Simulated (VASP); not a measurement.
Here is a VASP 6.6.1 calculation.

Contents of INCAR:

```
SYSTEM = NaF
  ALGO = Fast
  EDIFF = 1E-8
  ENCUT = 520
  GGA = PE
  ISIF = 2
  ISMEAR = 0
  LASPH = .TRUE.
  LCHARG = .FALSE.
  LEPSILON = .TRUE.
  LREAL = .FALSE.
  LWAVE = .FALSE.
  NELM = 80
  PREC = Accurate
  SIGMA = 0.03
```

The input KPOINTS:

```
k-points
0
Monkhorst
  16 16 16
  0 0 0
```

File POSCAR:

```
NaF                                     
1.0
    0.0000000000      2.3140630840      2.3140630840
    2.3140630840      0.0000000000      2.3140630840
    2.3140630840      2.3140630840      0.0000000000
  Na              F             
     1     1
Direct
     0.0000000000000000    0.0000000000000000    0.0000000000000000
     0.5000000000000000    0.5000000000000000    0.5000000000000000
```

Potentials or basis: VASP PAW PBE potentials, release 64 (Na_pv, F).

Command:

```sh
$ cat potpaw_PBE.64/Na_pv/POTCAR potpaw_PBE.64/F/POTCAR > POTCAR
$ mpirun -np 1 vasp_std > vasp.out
```

(1) What does it give for the electronic dielectric tensor (diagonal)?

(2) What does it give for the Born charges (mean of the diagonal)?

## Answers

(1) 1.86.

(2) Na +1.01; F -1.01 e.
